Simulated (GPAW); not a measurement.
The system is ZrC.

```
Zr C
1.0
     0.00000    2.36500    2.36500
     2.36500    0.00000    2.36500
     2.36500    2.36500    0.00000
Zr C
1 1
Direct
  0.50000 0.50000 0.50000
  0.00000 0.00000 0.00000
```

Base run:

- Program: GPAW 26.7.0
- Functional: PBE
- Potentials or basis: GPAW PAW data sets (gpaw-data 1.2.1)
- Cutoff: 800 eV
- Basis: pw
- k mesh: 10 × 10 × 10
- Occupations: fermi-dirac, width 0.05 eV
- Spin: no spin polarisation

Its results: pressure -3.8 GPa.

**Question.** After a change of settings the same cell gave: pressure -0.3 GPa. Which change was it?
A. cutoff from 800 eV to 680 eV; k mesh from 10 × 10 × 10 to 6 × 6 × 6; occupations from fermi-dirac, width 0.05 eV to fermi-dirac, width 0.01 eV
B. occupations from fermi-dirac, width 0.05 eV to gaussian, width 0.026 eV
C. functional from PBE to RPBE; potentials or basis from GPAW PAW data sets (gpaw-data 1.2.1) to the program's PAW data sets (release 1.2.1) made for this functional

**Answer.** C.

Not every run made on this cell is shown here.
